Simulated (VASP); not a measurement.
**NaCl in VASP 6.6.1, single-point calculation**

INCAR

```
SIGMA = 0.02
NSW = 0
NELM = 70
ISMEAR = -1
LASPH = .TRUE.
IBRION = -1
PREC = Normal
GGA = PE
LREAL = .FALSE.
NBANDS = 14
LWAVE = .FALSE.
ISIF = 2
ENCUT = 520
EDIFF = 1E-7
LCHARG = .FALSE.
```

KPOINTS

```
KPOINTS created by Atomic Simulation Environment
0
Gamma
8 8 8
0 0 0
```

POSCAR

```
Na Cl
 1.0000000000000000
     0.0000000000000000    2.8587528019000001    2.8587528019000001
     2.8587528019000001    0.0000000000000000    2.8587528019000001
     2.8587528019000001    2.8587528019000001    0.0000000000000000
 Na  Cl
   1   1
Cartesian
  0.0000000000000000  0.0000000000000000  0.0000000000000000
  2.8587528019000001  2.8587528019000001  2.8587528019000001
```

The recommended PBE PAW datasets give the neutral cell 14 valence electrons.

Command

```
mpirun -np 1 vasp_std
```

Problem. How does this run end, and what does it give?

Solution. It converged. Results: gap between bands v and c on the k mesh 4.95 eV; least direct gap on the k mesh 4.95 eV; pressure -0.3 GPa. Band v is the last that the valence electrons fill when counted band by band, and c is the next.

OSZICAR

```
N       E                     dE             d eps       ncg     rms          rms(c)
DAV:   1     0.100385385183E+03    0.10039E+03   -0.70372E+03   820   0.996E+02
DAV:   2     0.133929058022E+01   -0.99046E+02   -0.91165E+02   880   0.263E+02
DAV:   3    -0.684402718534E+01   -0.81833E+01   -0.81354E+01  1082   0.718E+01
DAV:   4    -0.698105094369E+01   -0.13702E+00   -0.13696E+00   950   0.100E+01
DAV:   5    -0.698421008126E+01   -0.31591E-02   -0.31590E-02  1054   0.152E+00    0.214E+00
DAV:   6    -0.678334887076E+01    0.20086E+00   -0.34118E-01   998   0.327E+00    0.159E+00
DAV:   7    -0.677155347561E+01    0.11795E-01   -0.82504E-02  1102   0.161E+00    0.109E+00
DAV:   8    -0.677756581181E+01   -0.60123E-02   -0.10464E-02   878   0.859E-01    0.292E-01
DAV:   9    -0.677745956458E+01    0.10625E-03   -0.21600E-04  1028   0.111E-01    0.169E-01
DAV:  10    -0.677760045529E+01   -0.14089E-03   -0.38091E-04   914   0.140E-01    0.748E-02
DAV:  11    -0.677758779330E+01    0.12662E-04   -0.20820E-05  1022   0.394E-02    0.198E-02
DAV:  12    -0.677758751214E+01    0.28117E-06   -0.31180E-06   986   0.148E-02    0.152E-03
DAV:  13    -0.677758817497E+01   -0.66284E-06   -0.38431E-07   950   0.419E-03    0.296E-03
DAV:  14    -0.677758800502E+01    0.16996E-06   -0.32421E-08   718   0.103E-03    0.203E-04
DAV:  15    -0.677758799052E+01    0.14499E-07   -0.27727E-09   568   0.463E-04
   1 F= -.67775880E+01 E0= -.67775880E+01  d E =-.191986E-10
```

For comparison, a separate PBE run of the intended cell, on usual settings and not on those above, gives a gap of 4.95 eV on its mesh and a pressure of -0.3 GPa.
